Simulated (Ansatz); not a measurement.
**How fast does H move in WS2?**

These are results of DFT PBE, scalar-relativistic, plane waves, PAW (Ansatz), not measurements. (420 eV cutoff, 3×3×3 k-mesh, Gaussian smearing of 0.02 eV, no spin polarisation)

Host crystal, relaxed:

```
CELL_PARAMETERS angstrom
1.59387 0.92022 7.47445
-1.59387 0.92022 7.47445
0.00000 -1.84045 7.47445
ATOMIC_POSITIONS crystal
W 0.00068 0.00068 0.00068
S 0.40407 0.40407 0.40407
S 0.26395 0.26395 0.26395
```

In a supercell of 12 host sites with charge +1, interstitial H hops to an equivalent place, moving 3.18 Å. Climbing-image nudged elastic band at fixed cell; the order of the saddle wasn't checked, and the small cell leaves errors of about a tenth of an eV. Zero-point motion and tunnelling, which matter for H, are left out.

Spin-orbit coupling is left out, which matters for the bands and energies of heavy elements.

| image | path (Å) | E − E(0) (eV) |
| --- | --- | --- |
| 0 | 0.00 | 0.000 |
| 1 | 0.86 | 0.384 |
| 2 | 1.73 | 0.449 |
| 3 | 2.59 | 0.461 |
| 4 | 3.46 | 0.511 |
| 5 | 4.05 | 0.195 |
| 6 | 4.65 | 0.000 |

Q: What are the barriers forward and back, and what attempt frequency does the shape suggest?

A: Forward 0.51 eV, back 0.51 eV, the ends being level. For a sinusoidal profile E_b sin²(πx/l), with the H atom alone moving, ν = (1/l)√(E_b/2m) = 1.6×10¹³ s⁻¹, within an order of magnitude of the customary 10¹³ s⁻¹; a true prefactor needs the vibrations at the minimum and at the saddle.

Q: With ν = 10¹³ s⁻¹, give the forward jump rate along this one path, the wait 1/k for that jump, the diffusivity D ≈ l²k and the distance √(Dt) covered in an hour at 300, 600 and 1000 K, taking the host as solid throughout.

A: k = ν exp(−E_b/k_BT):
```csv
T (K),k (1/s),wait (s),D (cm²/s),√(Dt) in 1 h (nm)
300,2.6×10⁴,3.9×10⁻⁵,2.6×10⁻¹¹,3065
600,5.1×10⁸,2.0×10⁻⁹,5.1×10⁻⁷,4.3×10⁵
1000,2.7×10¹⁰,3.8×10⁻¹¹,2.7×10⁻⁵,3.1×10⁶
```

D = l²k holds for six equivalent jumps in three dimensions (z l²k/6) and is a scale otherwise. Long-range transport needs a connected net of such jumps, and traps slow it. D is that of an interstitial already there. An error of 0.1 eV in the barrier changes k by a factor of 48 at 300 K and 3.2 at 1000 K.

Cost: 1 run of about 17 core-minutes, on Intel Xeon Platinum 8488C (Sapphire Rapids) (shared hosts).